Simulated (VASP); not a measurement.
# Zn (Im-3m) in VASP: a series of runs

Runs on Zn. Level: LDA. Tasks: single point.

Program: VASP 6.6.1. These are calculated values, not measurements. Logs are shortened: lines on timing, memory, paths and dates and some standing lists are left out, and cuts for length are marked.

## Step 1: Starting point

Symmetry: Im-3m, No. 229, cubic system. Conventional cell: a = 3.138 Å, b = 3.138 Å, c = 3.138 Å, α = 90.00°, β = 90.00°, γ = 90.00°. Around Zn (site symmetry m-3m) lie 8 Zn at 2.72 Å.

This isn't the form of Zn at room conditions, which is hcp.

## Step 2: Single point, LDA

The input, INCAR:

```
SYSTEM = Zn
PREC = Accurate
ENCUT = 520
EDIFF = 1E-5
ISMEAR = -1
SIGMA = 0.15
LREAL = .False.
LASPH = .True.
NELM = 100
ALGO = Normal
ISIF = 2
LWAVE = .False.
LCHARG = .False.
NBANDS = 12
ADDGRID = .False.
```

The input, KPOINTS:

```
Automatic mesh
0
Gamma
  15 15 15
  0 0 0
```

The input, POSCAR:

```
Zn
1.0
   -1.5690370000      1.5690370000      1.5690370000
    1.5690370000     -1.5690370000      1.5690370000
    1.5690370000      1.5690370000     -1.5690370000
Zn
1
Direct
    0.0000000000      0.0000000000      0.0000000000
```

Potentials or basis: VASP PAW LDA potentials, release 64 (Zn).

Command:

```console
cat potpaw_LDA.64/Zn/POTCAR > POTCAR
mpirun -np 1 vasp_std > vasp.out
```

OUTCAR:

```text
SYSTEM = Zn
   PREC = Accurate
   ENCUT = 520
   EDIFF = 1E-5
   ISMEAR = -1
   LREAL = .False.
   LASPH = .True.
   NELM = 100
   ISIF = 2

 Found    120 irreducible k-points:

 Following reciprocal coordinates:
            Coordinates               Weight
  0.000000  0.000000  0.000000      1.000000
  0.066667  0.000000  0.000000     12.000000
  0.133333  0.000000  0.000000     12.000000
  0.200000  0.000000  0.000000     12.000000
  0.266667  0.000000  0.000000     12.000000
  0.333333  0.000000  0.000000     12.000000
   k-points           NKPTS =    120   k-points in BZ     NKDIM =    120   number of bands    NBANDS=     12
   number of dos      NEDOS =    301   number of ions     NIONS =      1
   total plane-waves  NPLWV =   8000
   dimension x,y,z NGX =    20 NGY =   20 NGZ =   20
   dimension x,y,z NGXF=    40 NGYF=   40 NGZF=   40
   ions per type =               1
   NGX,Y,Z   is equivalent  to a cutoff of  12.23, 12.23, 12.23 a.u.
   NGXF,Y,Z  is equivalent  to a cutoff of  24.47, 24.47, 24.47 a.u.
 SYSTEM =  Zn
   PREC   = accura    normal or accurate (medium, high low for compatibility)
   ISTART =      0    job   : 0-new  1-cont  2-samecut
   ICHARG =      2    charge: 1-file 2-atom 10-const
   ISPIN  =      1    spin polarized calculation?
   LNONCOLLINEAR =      F non collinear calculations
   LSORBIT =      F    spin-orbit coupling
   LASPH  =      T    aspherical Exc in radial PAW
   ENCUT  =  520.0 eV  38.22 Ry    6.18 a.u.   5.05  5.05  5.05*2*pi/ulx,y,z
   NELM   =    100;   NELMIN=  2; NELMDL= -5     # of ELM steps
   EDIFF  = 0.1E-04   stopping-criterion for ELM
   LREAL  =      F    real-space projection
   EDIFFG = 0.1E-03   stopping-criterion for IOM
   NSW    =      0    number of steps for IOM
   IBRION =     -1    ionic relax: 0-MD 1-quasi-New 2-CG
   NFREE  =      0    steps in history (QN), initial steepest desc. (CG)
   ISIF   =      2    stress and relaxation
   ISYM   =      2    0-nonsym 1-usesym 2-fastsym
   POTIM  = 0.5000    time-step for ionic-motion
   TEBEG  =    0.0;   TEEND  =   0.0 temperature during run
   PSTRESS=    0.0 pullay stress
   NELECT =      12.0000    total number of electrons
   NUPDOWN=      -1.0000    fix difference up-down
   EMIN   =  10.00;   EMAX   =-10.00  energy-range for DOS
   EFERMI =   0.00;   METHOD = LEGACY
   ISMEAR =    -1;   SIGMA  =   0.15  broadening in eV -4-tet -1-fermi 0-gaus
   EFERMI_NEDOS =   21; number of points for ismear=-14 and -15
   IALGO  =     38    algorithm
   IMIX   =      4    mixing-type and parameters
     AMIX     =   0.40;   BMIX     =  1.00
     AMIX_MAG =   1.60;   BMIX_MAG =  1.00
  volume/ion in A,a.u.               =      15.45       104.27
  Fermi-wavevector in a.u.,A,eV,Ry     =   1.504811  2.843681 30.809811  2.264457
  Thomas-Fermi vector in A             =   2.615742
   LORBIT       =      0    0 simple, 1 ext, 2 COOP (PROOUT), +10 PAW based schemes
   GGA     = CA    functional components
   LHFCALC =     F    Hartree Fock is set to
   AEXX    =    0.0000 exact exchange contribution
   IVDW    =     0    specifies the selected vdW correction
   LEPSILON=     F    determine dielectric tensor
   LRPA    =     F    only Hartree local field effects (RPA)
 non-spin polarized calculation
  energy-cutoff  :      520.00
  volume of cell :       15.45
 maximum number of plane-waves:       430
   NGX = 11   NGY = 11   NGZ = 11

 number of electron      12.0000023 magnetization

 Free energy of the ion-electron system (eV)
  ---------------------------------------------------
  ext. energy  EPLUGINS =         0.00000000
  ---------------------------------------------------
  free energy    TOTEN  =        -1.73946116 eV

  energy without entropy =       -1.71516611  energy(sigma->0) =       -1.72731363

 E-fermi :   2.8361     XC(G=0): -11.8163

 val. band max:        2.8286144508   @ k =  -0.4000  -0.4000   0.0667
 cond. band min:       3.0099590610   @ k =  -0.4667  -0.4667   0.2000
 fundamental gap:      0.1813446102
 Fermi energy:         2.8361242006

 k-point     1 :       0.0000    0.0000    0.0000
  band No.  band energies     occupation
      1      -7.4874      2.00000
      2      -4.9822      2.00000
      3      -4.9822      2.00000
      4      -4.9822      2.00000
      5      -4.4787      2.00000
      6      -4.4787      2.00000
      7      21.5740      0.00000
      8      21.5740      0.00000
      9      21.5740      0.00000
     10      23.6939      0.00000
     11      23.6939      0.00000
     12      23.6939      0.00000

 k-point     2 :       0.0667    0.0000    0.0000
  band No.  band energies     occupation
      1      -7.3474      2.00000
      2      -4.9952      2.00000
      3      -4.9789      2.00000
      4      -4.9492      2.00000
      5      -4.4910      2.00000
      6      -4.4779      2.00000
      7      19.7579      0.00000
      8      20.6117      0.00000
      9      21.0268      0.00000
     10      22.4650      0.00000
     11      22.6408      0.00000
     12      23.3900      0.00000

 k-point     3 :       0.1333    0.0000    0.0000
  band No.  band energies     occupation
      1      -6.9375      2.00000
      2      -5.0319      2.00000
      3      -4.9650      2.00000
      4      -4.8546      2.00000
      5      -4.5193      2.00000
      6      -4.4755      2.00000
      7      16.4733      0.00000
      8      19.0064      0.00000
      9      19.7576      0.00000
     10      21.3565      0.00000
     11      21.6405      0.00000
     12      23.6182      0.00000

 k-point     4 :       0.2000    0.0000    0.0000
  band No.  band energies     occupation
      1      -6.3143      2.00000
      2      -5.0858      2.00000
      3      -4.8979      2.00000
      4      -4.7115      2.00000
      5      -4.5429      2.00000
      6      -4.4711      2.00000
      7      13.1944      0.00000
      8      17.4749      0.00000
      9      18.4424      0.00000
     10      20.2838      0.00000
     11      20.9405      0.00000
     12      24.3311      0.00000

 k-point     5 :       0.2667    0.0000    0.0000
  band No.  band energies     occupation
      1      -5.7456      2.00000
      2      -5.1473      2.00000
      3      -4.5597      2.00000
      4      -4.5414      2.00000
      5      -4.5041      2.00000
      6      -4.4651      2.00000
      7      10.0967      0.00000
      8      16.1590      0.00000
      9      17.3125      0.00000
     10      19.4400      0.00000
     11      20.3802      0.00000
     12      25.3839      0.00000

 k-point     6 :       0.3333    0.0000    0.0000
  band No.  band energies     occupation
      1      -5.5786      2.00000
      2      -5.2060      2.00000
      3      -4.5371      2.00000
      4      -4.4581      2.00000
      5      -4.3722      2.00000
      6      -3.4636      2.00000
      7       7.2245      0.00000
      8      15.1187      0.00000
      9      16.4340      0.00000
     10      18.8186      0.00000
     11      19.9724      0.00000
     12      26.7253      0.00000

 [... further k-points ...]

------------------------ aborting loop because EDIFF is reached ----------------------------------------

  FORCE on cell =-STRESS in cart. coord.  units (eV):
  Direction    XX          YY          ZZ          XY          YZ          ZX
  --------------------------------------------------------------------------------------
  -------------------------------------------------------------------------------------
  Total       -0.6845023     -0.6845023     -0.6845023      0.0000000     -0.0000000      0.0000000
  in kB      -70.9783630    -70.9783630    -70.9783630      0.0000000     -0.0000000      0.0000000
  external PRESSURE =     -70.9783630 kB  Pullay stress =       0.0000000 kB

 VOLUME and BASIS-vectors are now :
 -----------------------------------------------------------------------------
  energy-cutoff  :      520.00
  volume of cell :       15.45
      direct lattice vectors                 reciprocal lattice vectors
    -1.569037000  1.569037000  1.569037000     0.000000000  0.318666800  0.318666800
     1.569037000 -1.569037000  1.569037000     0.318666800  0.000000000  0.318666800
     1.569037000  1.569037000 -1.569037000     0.318666800  0.318666800  0.000000000

 POSITION                                       TOTAL-FORCE (eV/Angst)
 -----------------------------------------------------------------------------------
      0.00000      0.00000      0.00000        -0.000000     -0.000000     -0.000000
 -----------------------------------------------------------------------------------
    total drift:                                0.000000     -0.000000      0.000000

  FREE ENERGIE OF THE ION-ELECTRON SYSTEM (eV)
  ---------------------------------------------------
  free  energy   TOTEN  =        -1.7394611572 eV

  energy  without entropy=       -1.7151661082  energy(sigma->0) =       -1.72731363
```

stdout:

```text
POSCAR found type information on POSCAR Zn
 POSCAR found :  1 types and       1 ions
 scaLAPACK will be used
 LDA part: xc-table for (Slater(with rela. corr.)+CA(PZ))
 , standard interpolation
 POSCAR, INCAR and KPOINTS ok, starting setup
 FFT: planning ... GRIDC
 FFT: planning ... GRID_SOFT
 FFT: planning ... GRID
 WAVECAR not read
 entering main loop
```

Wall time 7.5 s (1 thread of Intel Xeon Platinum 8488C (Sapphire Rapids), shared host); peak memory 0.13 GiB.

The run converged, but some of its settings lie outside the range that counts as converged, so its numbers aren't taken as properties of the crystal.

Results:

```yaml
Free_energy: -1.7395 eV
Pressure: -7.1 GPa
Band_gap_on_the_k_mesh: none (metal or under the smearing width)
```

## Step 3: Single point, LDA

INCAR, as its differences from that of step 2:

```diff
@@ -2,4 +2,4 @@
 PREC = Accurate
-ENCUT = 520
-EDIFF = 1E-5
+ENCUT = 650
+EDIFF = 1E-7
 ISMEAR = -1
```

KPOINTS is that of step 2.

POSCAR is that of step 2.

Potentials or basis: VASP PAW LDA potentials, release 64 (Zn).

Command:

```console
cat potpaw_LDA.64/Zn/POTCAR > POTCAR
mpirun -np 1 vasp_std > vasp.out
```

OUTCAR:

```text
SYSTEM = Zn
   PREC = Accurate
   ENCUT = 650
   EDIFF = 1E-7
   ISMEAR = -1
   LREAL = .False.
   LASPH = .True.
   NELM = 100
   ISIF = 2

 Found    120 irreducible k-points:

 Following reciprocal coordinates:
            Coordinates               Weight
  0.000000  0.000000  0.000000      1.000000
  0.066667  0.000000  0.000000     12.000000
  0.133333  0.000000  0.000000     12.000000
  0.200000  0.000000  0.000000     12.000000
  0.266667  0.000000  0.000000     12.000000
  0.333333  0.000000  0.000000     12.000000
   k-points           NKPTS =    120   k-points in BZ     NKDIM =    120   number of bands    NBANDS=     12
   number of dos      NEDOS =    301   number of ions     NIONS =      1
   total plane-waves  NPLWV =  13824
   dimension x,y,z NGX =    24 NGY =   24 NGZ =   24
   dimension x,y,z NGXF=    48 NGYF=   48 NGZF=   48
   ions per type =               1
   NGX,Y,Z   is equivalent  to a cutoff of  14.68, 14.68, 14.68 a.u.
   NGXF,Y,Z  is equivalent  to a cutoff of  29.36, 29.36, 29.36 a.u.
 SYSTEM =  Zn
   PREC   = accura    normal or accurate (medium, high low for compatibility)
   ISTART =      0    job   : 0-new  1-cont  2-samecut
   ICHARG =      2    charge: 1-file 2-atom 10-const
   ISPIN  =      1    spin polarized calculation?
   LNONCOLLINEAR =      F non collinear calculations
   LSORBIT =      F    spin-orbit coupling
   LASPH  =      T    aspherical Exc in radial PAW
   ENCUT  =  650.0 eV  47.77 Ry    6.91 a.u.   5.65  5.65  5.65*2*pi/ulx,y,z
   NELM   =    100;   NELMIN=  2; NELMDL= -5     # of ELM steps
   EDIFF  = 0.1E-06   stopping-criterion for ELM
   LREAL  =      F    real-space projection
   EDIFFG = 0.1E-05   stopping-criterion for IOM
   NSW    =      0    number of steps for IOM
   IBRION =     -1    ionic relax: 0-MD 1-quasi-New 2-CG
   NFREE  =      0    steps in history (QN), initial steepest desc. (CG)
   ISIF   =      2    stress and relaxation
   ISYM   =      2    0-nonsym 1-usesym 2-fastsym
   POTIM  = 0.5000    time-step for ionic-motion
   TEBEG  =    0.0;   TEEND  =   0.0 temperature during run
   PSTRESS=    0.0 pullay stress
   NELECT =      12.0000    total number of electrons
   NUPDOWN=      -1.0000    fix difference up-down
   EMIN   =  10.00;   EMAX   =-10.00  energy-range for DOS
   EFERMI =   0.00;   METHOD = LEGACY
   ISMEAR =    -1;   SIGMA  =   0.15  broadening in eV -4-tet -1-fermi 0-gaus
   EFERMI_NEDOS =   21; number of points for ismear=-14 and -15
   IALGO  =     38    algorithm
   IMIX   =      4    mixing-type and parameters
     AMIX     =   0.40;   BMIX     =  1.00
     AMIX_MAG =   1.60;   BMIX_MAG =  1.00
  volume/ion in A,a.u.               =      15.45       104.27
  Fermi-wavevector in a.u.,A,eV,Ry     =   1.504811  2.843681 30.809811  2.264457
  Thomas-Fermi vector in A             =   2.615742
   LORBIT       =      0    0 simple, 1 ext, 2 COOP (PROOUT), +10 PAW based schemes
   GGA     = CA    functional components
   LHFCALC =     F    Hartree Fock is set to
   AEXX    =    0.0000 exact exchange contribution
   IVDW    =     0    specifies the selected vdW correction
   LEPSILON=     F    determine dielectric tensor
   LRPA    =     F    only Hartree local field effects (RPA)
 non-spin polarized calculation
  energy-cutoff  :      650.00
  volume of cell :       15.45
 maximum number of plane-waves:       603
   NGX = 11   NGY = 11   NGZ = 11

 number of electron      11.9999995 magnetization

 Free energy of the ion-electron system (eV)
  ---------------------------------------------------
  ext. energy  EPLUGINS =         0.00000000
  ---------------------------------------------------
  free energy    TOTEN  =        -1.73917114 eV

  energy without entropy =       -1.71487605  energy(sigma->0) =       -1.72702359

 E-fermi :   2.8363     XC(G=0): -11.8161

 val. band max:        2.8288939047   @ k =  -0.4000  -0.4000   0.0667
 cond. band min:       3.0102266907   @ k =  -0.4667  -0.4667   0.2000
 fundamental gap:      0.1813327860
 Fermi energy:         2.8363395852

 k-point     1 :       0.0000    0.0000    0.0000
  band No.  band energies     occupation
      1      -7.4873      2.00000
      2      -4.9820      2.00000
      3      -4.9820      2.00000
      4      -4.9820      2.00000
      5      -4.4785      2.00000
      6      -4.4785      2.00000
      7      21.5745      0.00000
      8      21.5745      0.00000
      9      21.5745      0.00000
     10      23.6936      0.00000
     11      23.6936      0.00000
     12      23.6936      0.00000
[... 61 lines left out ...]
 k-point     6 :       0.3333    0.0000    0.0000
  band No.  band energies     occupation
      1      -5.5784      2.00000
      2      -5.2058      2.00000
      3      -4.5368      2.00000
      4      -4.4579      2.00000
      5      -4.3719      2.00000
      6      -3.4634      2.00000
      7       7.2246      0.00000
      8      15.1191      0.00000
      9      16.4341      0.00000
     10      18.8172      0.00000
     11      19.9717      0.00000
     12      26.7250      0.00000

 [... further k-points ...]

------------------------ aborting loop because EDIFF is reached ----------------------------------------

  FORCE on cell =-STRESS in cart. coord.  units (eV):
  Direction    XX          YY          ZZ          XY          YZ          ZX
  --------------------------------------------------------------------------------------
  -------------------------------------------------------------------------------------
  Total       -0.7632544     -0.7632544     -0.7632544      0.0000000      0.0000000      0.0000000
  in kB      -79.1444308    -79.1444308    -79.1444308      0.0000000      0.0000000      0.0000000
  external PRESSURE =     -79.1444308 kB  Pullay stress =       0.0000000 kB

 VOLUME and BASIS-vectors are now :
 -----------------------------------------------------------------------------
  energy-cutoff  :      650.00
  volume of cell :       15.45
      direct lattice vectors                 reciprocal lattice vectors
    -1.569037000  1.569037000  1.569037000     0.000000000  0.318666800  0.318666800
     1.569037000 -1.569037000  1.569037000     0.318666800  0.000000000  0.318666800
     1.569037000  1.569037000 -1.569037000     0.318666800  0.318666800  0.000000000

 POSITION                                       TOTAL-FORCE (eV/Angst)
 -----------------------------------------------------------------------------------
      0.00000      0.00000      0.00000         0.000000     -0.000000      0.000000
 -----------------------------------------------------------------------------------
    total drift:                                0.000000      0.000000      0.000000

  FREE ENERGIE OF THE ION-ELECTRON SYSTEM (eV)
  ---------------------------------------------------
  free  energy   TOTEN  =        -1.7391711367 eV

  energy  without entropy=       -1.7148760511  energy(sigma->0) =       -1.72702359
```

stdout:

```text
POSCAR found type information on POSCAR Zn
 POSCAR found :  1 types and       1 ions
 scaLAPACK will be used
 LDA part: xc-table for (Slater(with rela. corr.)+CA(PZ))
 , standard interpolation
 POSCAR, INCAR and KPOINTS ok, starting setup
 FFT: planning ... GRIDC
 FFT: planning ... GRID_SOFT
 FFT: planning ... GRID
 WAVECAR not read
 entering main loop
```

Run time: 9.4 s. Hardware: 1 thread of Intel Xeon Platinum 8488C (Sapphire Rapids), shared host; peak memory 0.14 GiB.

These settings aren't checked as converged: the numbers below hold their error.

What came out:

```
Free energy            : -1.7392 eV
Pressure               : -7.9 GPa
Band gap on the k mesh : none (metal or under the smearing width)
```
